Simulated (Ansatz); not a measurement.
Runs of Ansatz 0.2.0 on Ir. The structure is hexagonal, space group P6_3/mmc (No. 194). The conventional cell has a = 2.751 Å, b = 2.751 Å, c = 4.462 Å, α = 90.00°, β = 90.00°, γ = 120.00°. Ir (site symmetry -6m2) has 12 Ir at 2.74 to 2.75 Å as nearest neighbours. This isn't the form of Ir at room conditions, which is fcc.

```csv
level,spin,k mesh,gap on the mesh (eV),pressure (GPa)
PBE,off,11 × 11 × 6,none,-1.3
PBEsol,off,11 × 11 × 6,none,-12.4
BLYP,off,11 × 11 × 6,none,15.3
LDA,"SOC, no magnetisation",8 × 8 × 5,none,(b)
LDA,off,11 × 11 × 6,none,(a)
RPBE,off,11 × 11 × 6,none,2.8
revPBE,off,11 × 11 × 6,none,1.6
LDA,off,8 × 8 × 5,none,(c)
```

Alike in all rows: task band structure; potentials or basis Ansatz PAW; cell as given; cutoff (eV) 420; smearing fermi-dirac 0.05 eV.

Task: Estimate the missing entries.

Result: (a) -17.8; (b) -16.4; (c) -17.0.

Caveats: spin-orbit coupling is left out, which moves the levels of the heavy elements (some runs); the PAW data sets come from PBE, with cores solved anew for the run's functional, which leaves a small shift of forces and pressure (some runs).

A k mesh can miss the band edges, and rows without SOC leave out spin-orbit coupling on Ir.

A gap of «none» marks a metal or a gap under the smearing width.
